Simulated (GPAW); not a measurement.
# C (Fd-3m) in GPAW: notebook

The runs below take C through relaxation of cell and atoms, with PBEsol+D3(BJ)+ATM, PBEsol+D4.

All numbers are computed with GPAW 26.7.0; they aren't measurements. Logs are shortened: lines on timing, memory, paths and dates and some standing lists are left out, and cuts for length are marked. The log counts tension as positive stress, the text compression.

### Step 1. The structure

It takes space group Fd-3m (No. 227, cubic). Conventional cell: a = 3.567 Å, b = 3.567 Å, c = 3.567 Å, α = 90.00°, β = 90.00°, γ = 90.00°. Around C (site symmetry -43m) lie 4 C at 1.54 Å.

This isn't the form of C at room conditions, which is graphite.

### Step 2. Relaxation of cell and atoms, PBEsol+D3(BJ)+ATM

run.py reads:

```python
from ase import Atoms
from ase.calculators.mixing import SumCalculator
from ase.filters import FrechetCellFilter
from ase.io import write
from ase.optimize import BFGS
from dftd3.ase import DFTD3
from gpaw import GPAW, PW, setup_paths

setup_paths.insert(0, '.')

atoms = Atoms(['C', 'C'],
              cell=[[0.0, 1.78337, 1.78337],
                    [1.78337, 0.0, 1.78337],
                    [1.78337, 1.78337, 0.0]],
              scaled_positions=[[0.75, 0.75, 0.75],
                                [0.5, 0.5, 0.5]],
              pbc=True)

calc = GPAW(mode=PW(800),
            xc='PBEsol',
            kpts={'size': (13, 13, 13), 'gamma': True},
            occupations={'name': 'fermi-dirac', 'width': 0.05},
            nbands=11,
            convergence={'density': 1e-05, 'forces': 0.0001},
            maxiter=150,
            txt='gpaw.txt')
atoms.calc = SumCalculator([calc, DFTD3(damping='d3bj', params_tweaks=dict(method='pbesol', atm=True))])
opt = BFGS(FrechetCellFilter(atoms), trajectory='relax.traj', logfile='-')
done = opt.run(fmax=0.02, steps=60)
calc.write('gs.gpw')
write('result.traj', atoms)
print('Converged:', done)
print('Cell:', atoms.cell.cellpar().round(4))
print('Volume:', round(atoms.get_volume(), 4))
print(atoms.get_scaled_positions().round(5))
```

Potentials or basis: PAW data sets generated in the run's folder for this functional, pw.

The run is started by

```console
> gpaw-setup -f PBEsol C
> OMP_NUM_THREADS=1 python run.py
```

gpaw.txt:

```text
__  _  _
 | _ |_)|_||  |
 |__||  | ||/\| - 26.7.0

Input parameters:
  mode=PW(ecut=800.0),
  convergence={'density': 1e-05, 'forces': 0.0001},
  kpts=MonkhorstPack(size=(13, 13, 13), gamma=True),
  maxiter=150,
  nbands=11,
  occupations=Occupations(name='fermi-dirac', width=0.05),
  xc=XC(name='PBEsol')

Diagonalizing LCAO Hamiltonian
Converting LCAO to pw mode

          C
       C

Atoms  # Å, Bohr magnetons
|   | symbol |        x |        y |        z |    initial magnetic moments |
|---|--------|----------|----------|----------|-----------------------------|
| 0 |      C | 2.675055 | 2.675055 | 2.675055 | ( 0.0000,  0.0000,  0.0000) |
| 1 |      C | 1.783370 | 1.783370 | 1.783370 | ( 0.0000,  0.0000,  0.0000) |

Unit cell  # Å
| periodic |        x |        y |        z |  lengths |    angles |
|----------|----------|----------|----------|----------|-----------|
|      yes | 0.000000 | 1.783370 | 1.783370 | 2.522066 | 60.000000 |
|      yes | 1.783370 | 0.000000 | 1.783370 | 2.522066 | 60.000000 |
|      yes | 1.783370 | 1.783370 | 0.000000 | 2.522066 | 60.000000 |

Number of symmetries: 24
Symmetry operations  # r_c * U_cc + t_c -> r_c
|    | kind |            matrix            |
|----|------|------------------------------|
|  0 |  E   |  1, 0, 0,  0, 1, 0,  0, 0, 1 |
|  1 |  σ   |  1, 0, 0,  0, 0, 1,  0, 1, 0 |
|  2 |  σ   |  1, 0,-1,  0, 1,-1,  0, 0,-1 |
|  3 |  C3  |  1, 0,-1,  0, 0,-1,  0, 1,-1 |
|  4 |  C3  |  1,-1, 0,  0,-1, 1,  0,-1, 0 |
|  5 |  σ   |  1,-1, 0,  0,-1, 0,  0,-1, 1 |
|  6 |  σ   |  0, 1, 0,  1, 0, 0,  0, 0, 1 |
|  7 |  C3  |  0, 1, 0,  0, 0, 1,  1, 0, 0 |
|  8 |  C2  |  0, 1,-1,  1, 0,-1,  0, 0,-1 |
|  9 |  S4  |  0, 1,-1,  0, 0,-1,  1, 0,-1 |
| 10 |  C3  |  0, 0, 1,  1, 0, 0,  0, 1, 0 |
| 11 |  σ   |  0, 0, 1,  0, 1, 0,  1, 0, 0 |
| 12 |  S4  |  0, 0,-1,  1, 0,-1,  0, 1,-1 |
| 13 |  C3  |  0, 0,-1,  0, 1,-1,  1, 0,-1 |
[... 119 lines left out ...]
SCF iterations
|iter     | |      energy | eigst |  dens |force |
|---------|-|-------------|-------|-------|------|
|iter:   1| |  -19.814421 | +0.14 |       |      |
|iter:   2| |  -19.738950 | -2.78 | -0.81 |      |
|iter:   3| |  -19.262760 | -1.54 | -0.83 |      |
|iter:   4| |  -19.255355 | -2.73 | -1.50 |      |
|iter:   5| |  -19.255746 | -4.45 | -2.23 |      |
|iter:   6| |  -19.255748c| -6.52 | -3.46 |      |
|iter:   7| |  -19.255749c| -8.02c| -4.13 |      |
|iter:   8| |  -19.255749c| -9.01c| -5.56c|      |
|iter:   9| |  -19.255749c|-10.32c| -6.27c|-16.20c|

Converged in 9 steps
Energy contributions relative to reference atoms: (reference = -2045.923931)

Energy contributions:
  Kinetic:          16.831961
  Coulomb:         -15.921582
  Zero:              0.044205
  External:          0.000000
  Xc:              -20.210333
  Entropy:          -0.000000
  Spinorbit:         0.000000
  ----------------------------
  Free energy:     -19.255749
  Extrapolated:    -19.255749
[... 26 lines left out ...]
Stress tensor  # eV/Ang^3
|         x |         y |         z |
|-----------|-----------|-----------|
|  0.032203 | -0.000000 | -0.000000 |
| -0.000000 |  0.032203 |  0.000000 |
| -0.000000 |  0.000000 |  0.032203 |

Forces  # eV/Ang
|       x |       y |        z |
|---------|---------|----------|
| 0.00000 | 0.00000 | -0.00000 |  # C    0
| 0.00000 | 0.00000 |  0.00000 |  # C    1

Interpolating wave functions to new cell

          C
       C

Atoms  # Å, Bohr magnetons
|   | symbol |        x |        y |        z |    initial magnetic moments |
|---|--------|----------|----------|----------|-----------------------------|
| 0 |      C | 2.669629 | 2.669629 | 2.669629 | ( 0.0000,  0.0000,  0.0000) |
| 1 |      C | 1.779753 | 1.779753 | 1.779753 | ( 0.0000,  0.0000,  0.0000) |

Unit cell  # Å
| periodic |         x |         y |        z |  lengths |    angles |
|----------|-----------|-----------|----------|----------|-----------|
|      yes | -0.000000 |  1.779753 | 1.779753 | 2.516951 | 60.000000 |
|      yes |  1.779753 | -0.000000 | 1.779753 | 2.516951 | 60.000000 |
|      yes |  1.779753 |  1.779753 | 0.000000 | 2.516951 | 60.000000 |

Number of symmetries: 24
Symmetry operations  # r_c * U_cc + t_c -> r_c
|    | kind |            matrix            |
|----|------|------------------------------|
|  0 |  E   |  1, 0, 0,  0, 1, 0,  0, 0, 1 |
|  1 |  σ   |  1, 0, 0,  0, 0, 1,  0, 1, 0 |
|  2 |  σ   |  1, 0,-1,  0, 1,-1,  0, 0,-1 |
|  3 |  C3  |  1, 0,-1,  0, 0,-1,  0, 1,-1 |
|  4 |  C3  |  1,-1, 0,  0,-1, 1,  0,-1, 0 |
|  5 |  σ   |  1,-1, 0,  0,-1, 0,  0,-1, 1 |
|  6 |  σ   |  0, 1, 0,  1, 0, 0,  0, 0, 1 |
|  7 |  C3  |  0, 1, 0,  0, 0, 1,  1, 0, 0 |
|  8 |  C2  |  0, 1,-1,  1, 0,-1,  0, 0,-1 |
|  9 |  S4  |  0, 1,-1,  0, 0,-1,  1, 0,-1 |
| 10 |  C3  |  0, 0, 1,  1, 0, 0,  0, 1, 0 |
| 11 |  σ   |  0, 0, 1,  0, 1, 0,  1, 0, 0 |
| 12 |  S4  |  0, 0,-1,  1, 0,-1,  0, 1,-1 |
| 13 |  C3  |  0, 0,-1,  0, 1,-1,  1, 0,-1 |
[... 119 lines left out ...]
SCF iterations
|iter     | |      energy | eigst |  dens |force |
|---------|-|-------------|-------|-------|------|
|iter:   1| |  -19.257229 | -2.40 |       |      |
|iter:   2| |  -19.257209 | -6.44 | -2.64 |      |
|iter:   3| |  -19.257081c| -4.75 | -2.67 |      |
|iter:   4| |  -19.257080c| -5.93 | -3.39 |      |
|iter:   5| |  -19.257081c| -7.38 | -4.22 |      |
|iter:   6| |  -19.257081c| -7.71c| -4.90 |      |
|iter:   7| |  -19.257081c| -8.56c| -5.91c|      |
|iter:   8| |  -19.257081c| -9.68c| -6.47c|-16.10c|

Converged in 8 steps
Energy contributions relative to reference atoms: (reference = -2045.923931)

Energy contributions:
  Kinetic:          17.432652
  Coulomb:         -16.375363
  Zero:              0.044122
  External:          0.000000
  Xc:              -20.358491
  Entropy:          -0.000000
  Spinorbit:         0.000000
  ----------------------------
  Free energy:     -19.257081
  Extrapolated:    -19.257081
[... 26 lines left out ...]
Stress tensor  # eV/Ang^3
|         x |         y |         z |
|-----------|-----------|-----------|
|  0.015535 | -0.000000 | -0.000000 |
| -0.000000 |  0.015535 | -0.000000 |
| -0.000000 | -0.000000 |  0.015535 |

Forces  # eV/Ang
|        x |        y |       z |
|----------|----------|---------|
|  0.00000 | -0.00000 | 0.00000 |  # C    0
| -0.00000 |  0.00000 | 0.00000 |  # C    1

Interpolating wave functions to new cell

          C
       C

Atoms  # Å, Bohr magnetons
|   | symbol |        x |        y |        z |    initial magnetic moments |
|---|--------|----------|----------|----------|-----------------------------|
| 0 |      C | 2.658792 | 2.658792 | 2.658792 | ( 0.0000,  0.0000,  0.0000) |
| 1 |      C | 1.772528 | 1.772528 | 1.772528 | ( 0.0000,  0.0000,  0.0000) |

Unit cell  # Å
| periodic |         x |         y |        z |  lengths |    angles |
|----------|-----------|-----------|----------|----------|-----------|
|      yes | -0.000000 |  1.772528 | 1.772528 | 2.506733 | 60.000000 |
|      yes |  1.772528 | -0.000000 | 1.772528 | 2.506733 | 60.000000 |
|      yes |  1.772528 |  1.772528 | 0.000000 | 2.506733 | 60.000000 |

Number of symmetries: 24
Symmetry operations  # r_c * U_cc + t_c -> r_c
|    | kind |            matrix            |
|----|------|------------------------------|
|  0 |  E   |  1, 0, 0,  0, 1, 0,  0, 0, 1 |
|  1 |  σ   |  1, 0, 0,  0, 0, 1,  0, 1, 0 |
|  2 |  σ   |  1, 0,-1,  0, 1,-1,  0, 0,-1 |
|  3 |  C3  |  1, 0,-1,  0, 0,-1,  0, 1,-1 |
|  4 |  C3  |  1,-1, 0,  0,-1, 1,  0,-1, 0 |
|  5 |  σ   |  1,-1, 0,  0,-1, 0,  0,-1, 1 |
|  6 |  σ   |  0, 1, 0,  1, 0, 0,  0, 0, 1 |
|  7 |  C3  |  0, 1, 0,  0, 0, 1,  1, 0, 0 |
|  8 |  C2  |  0, 1,-1,  1, 0,-1,  0, 0,-1 |
|  9 |  S4  |  0, 1,-1,  0, 0,-1,  1, 0,-1 |
| 10 |  C3  |  0, 0, 1,  1, 0, 0,  0, 1, 0 |
| 11 |  σ   |  0, 0, 1,  0, 1, 0,  1, 0, 0 |
| 12 |  S4  |  0, 0,-1,  1, 0,-1,  0, 1,-1 |
| 13 |  C3  |  0, 0,-1,  0, 1,-1,  1, 0,-1 |
[... 119 lines left out ...]
SCF iterations
|iter     | |      energy | eigst |  dens |force |
|---------|-|-------------|-------|-------|------|
|iter:   1| |  -19.256704 | -1.80 |       |      |
|iter:   2| |  -19.256623 | -5.85 | -2.34 |      |
|iter:   3| |  -19.256115c| -4.15 | -2.37 |      |
|iter:   4| |  -19.256111c| -5.33 | -3.09 |      |
|iter:   5| |  -19.256113c| -6.78 | -3.92 |      |
|iter:   6| |  -19.256113c| -7.99c| -4.60 |      |
|iter:   7| |  -19.256113c| -9.05c| -5.65c|      |
|iter:   8| |  -19.256113c|-10.54c| -6.40c|-15.67c|

Converged in 8 steps
Energy contributions relative to reference atoms: (reference = -2045.923931)

Energy contributions:
  Kinetic:          18.651712
  Coulomb:         -17.294672
  Zero:              0.043923
  External:          0.000000
  Xc:              -20.657076
  Entropy:           0.000000
  Spinorbit:         0.000000
  ----------------------------
  Free energy:     -19.256113
  Extrapolated:    -19.256113
[... 26 lines left out ...]
Stress tensor  # eV/Ang^3
|         x |         y |         z |
|-----------|-----------|-----------|
| -0.019014 | -0.000000 |  0.000000 |
| -0.000000 | -0.019014 |  0.000000 |
|  0.000000 |  0.000000 | -0.019014 |

Forces  # eV/Ang
|        x |        y |        z |
|----------|----------|----------|
| -0.00000 | -0.00000 | -0.00000 |  # C    0
|  0.00000 |  0.00000 |  0.00000 |  # C    1

# Writing to gs.gpw (mode='')
```

It took 37 s on 1 thread of Arm Neoverse V2, shared host; peak memory 0.17 GiB.

Results:

```
Free energy                            : -19.4891 eV
Relaxed volume                         : 5.57 Å³/atom
Relaxed cell                           : a = 2.507 Å, b = 2.507 Å, c = 2.507 Å, α = 60.00°, β = 60.00°, γ = 60.00°
Space group after relaxing (to 0.05 Å) : Fd-3m (No. 227)
Energy gained by relaxing              : 2.1 meV/atom
Ionic steps                            : 3
Pressure after relaxing                : 0.1 GPa
Band gap on the k mesh                 : 4.05 eV, indirect (least direct gap 5.59 eV)
Dispersion energy per atom             : -0.116 eV
```

Step by step:
```csv
step,energy change (eV),largest force (eV/Å),pressure (GPa),volume (Å³)
1,0.0000,0.0000,-8.03,11.34
2,-0.0026,0.0000,-5.39,11.27
3,-0.0041,0.0000,0.09,11.14
```

Final structure:
```xyz
2
Lattice="0.0000 1.7725 1.7725 1.7725 0.0000 1.7725 1.7725 1.7725 0.0000" Properties=species:S:1:pos:R:3 pbc="T T T"
C     2.6588    2.6588    2.6588
C     1.7725    1.7725    1.7725
```

Caveat: later steps reuse the first step's grids; an odd mesh through Γ misses points on the zone boundary, where band edges often lie.

### Step 3. Relaxation of cell and atoms, PBEsol+D4

run.py: that of step 2 with these lines changed.

```diff
@@ -5,3 +5,3 @@
 from ase.optimize import BFGS
-from dftd3.ase import DFTD3
+from dftd4.ase import DFTD4
 from gpaw import GPAW, PW, setup_paths
@@ -26,3 +26,3 @@
             txt='gpaw.txt')
-atoms.calc = SumCalculator([calc, DFTD3(damping='d3bj', params_tweaks=dict(method='pbesol', atm=True))])
+atoms.calc = SumCalculator([calc, DFTD4(method='pbesol')])
 opt = BFGS(FrechetCellFilter(atoms), trajectory='relax.traj', logfile='-')
```

Potentials or basis: PAW data sets generated in the run's folder for this functional, pw.

The run is started by

```console
> gpaw-setup -f PBEsol C
> OMP_NUM_THREADS=1 python run.py
```

Run time: 45 s. Hardware: 1 thread of Arm Neoverse V2, shared host; peak memory 0.17 GiB.

The run converged. Its results:

* Free energy: -19.4978 eV
* Relaxed volume: 5.57 Å³/atom
* Relaxed cell: a = 2.506 Å, b = 2.506 Å, c = 2.506 Å, α = 60.00°, β = 60.00°, γ = 60.00°
* Space group after relaxing (to 0.05 Å): Fd-3m (No. 227)
* Energy gained by relaxing: 2.1 meV/atom
* Ionic steps: 3
* Pressure after relaxing: 0.1 GPa
* Band gap on the k mesh: 4.05 eV, indirect (least direct gap 5.60 eV)
* Dispersion energy per atom: -0.121 eV

The path:
| step | energy change (eV) | largest force (eV/Å) | pressure (GPa) | volume (Å³) |
| --- | --- | --- | --- | --- |
| 1 | 0.0000 | 0.0000 | -8.18 | 11.34 |
| 2 | -0.0027 | 0.0000 | -5.49 | 11.27 |
| 3 | -0.0043 | 0.0000 | 0.09 | 11.13 |

Final structure:
```
CELL_PARAMETERS angstrom
0.00000 1.77232 1.77232
1.77232 0.00000 1.77232
1.77232 1.77232 0.00000
ATOMIC_POSITIONS crystal
C 0.75000 0.75000 0.75000
C 0.50000 0.50000 0.50000
```

Levels at points of the mesh, in eV from the valence-band top:
| k point | band 2 | band 3 | band 4 | band 5 | band 6 | band 7 |
| --- | --- | --- | --- | --- | --- | --- |
| (0.00, 0.00, 0.00) | 0.00 | 0.00 | 0.00 | 5.60 | 5.60 | 5.60 |

Caveat: later steps reuse the first step's grids; an odd mesh through Γ misses points on the zone boundary, where band edges often lie.

### Step 4. Against experiment

Step 2. The cell as given is a measured one (5.67 Å³/atom); PBEsol+D3(BJ)+ATM puts the equilibrium volume -1.8 % from it, thermal expansion not counted.

Step 3. The cell as given is a measured one (5.67 Å³/atom); PBEsol+D4 puts the equilibrium volume -1.8 % from it, thermal expansion not counted.
